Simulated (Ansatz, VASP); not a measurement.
# Two plane-wave programs on BaHf3O2

INCAR

```
SYSTEM = BaHf3O2
  PREC = Accurate
  ENCUT = 520
  EDIFF = 1E-6
  ISMEAR = 0
  SIGMA = 0.1
  LREAL = .FALSE.
  LASPH = .TRUE.
  NELM = 80
  ALGO = Normal
  ISIF = 2
  LWAVE = .FALSE.
  LCHARG = .FALSE.
  GGA = PE
  NBANDS = 35
```

KPOINTS

```
Automatic mesh
0
G
  6 6 4
  0 0 0
```

File POSCAR:

```
BaHf3O2
1.0
    5.5857012500      0.0000000000      0.0000000000
   -2.7928506200      4.8373591800      0.0000000000
    0.0000000000      0.0000000000      3.9232264800
Ba Hf O
1 3 2
Direct
    0.0000000000      0.0000000000      0.8888130200
    0.5000000000      0.5000000000      0.4595159900
    0.5000000000      0.0000000000      0.4595159900
    0.0000000000      0.5000000000      0.4595159900
    0.6666666700      0.3333333300      0.9631379800
    0.3333333300      0.6666666700      0.9631379800
```

Input for Ansatz:

```yaml
crystal:
  lattice:
    - [5.58570125, 0.0, 0.0]
    - [-2.79285062, 4.83735918, 0.0]
    - [0.0, 0.0, 3.92322648]
  atoms:
    - { symbol: Ba, position: [0.0, 0.0, 0.88881302] }
    - { symbol: Hf, position: [0.5, 0.5, 0.45951599] }
    - { symbol: Hf, position: [0.5, 0.0, 0.45951599] }
    - { symbol: Hf, position: [0.0, 0.5, 0.45951599] }
    - { symbol: O, position: [0.66666667, 0.33333333, 0.96313798] }
    - { symbol: O, position: [0.33333333, 0.66666667, 0.96313798] }
basis:
  ecutwfc: 420
kpoints:
  mp_grid: { grid: [6, 6, 4] }
hamiltonian:
  xc: pbe
scf:
  occupations: { method: gaussian, width: 0.1 }
  lower_state_search: "off"
output:
  forces: true
  stress: true
  eigenvalues: true
```

Change from the starting cell: species swapped into the ErCo3Ge2 type (P6mm, No. 183).

Alike in both runs: task single point; functional PBE; k mesh 6 × 6 × 4; occupations gaussian, width 0.1 eV; no spin polarisation.

```csv
,VASP,Ansatz
version,VASP 6.6.1,Ansatz 0.2.0
potentials or method,"VASP PAW PBE potentials, release 64 (Ba_sv, Hf_pv, O)","scalar-relativistic, plane waves, PAW"
plane-wave cutoff (eV),520,420
valence electrons in the cell,52,100
```

|  | VASP | Ansatz | Ansatz less VASP |
| --- | --- | --- | --- |
| gap on the k mesh at the Fermi level (eV) | none | none | - |
| pressure (GPa) | 2.7 | 2.8 | +0.08 |
| largest component of the traceless stress (GPa) | 9.19 | 8.91 | -0.280 |
| rms of the force components (eV/Å) | 0.435 | 0.394 | -0.0406 |

Atom by atom the forces differ by 0.042 eV/Å (rms over components). A gap of «none» marks a metal or a gap that the smearing closes. The two sets of potentials don't hold the same shells in valence.

Caveats: the k mesh is coarse (spacing up to 0.40 Å⁻¹), so the values aren't converged; forces of over 1 eV/Å show positions far from the minimum, so gaps and moduli don't describe the material at rest. The runs have no spin-orbit coupling, so splittings on Ba, Hf are missing.
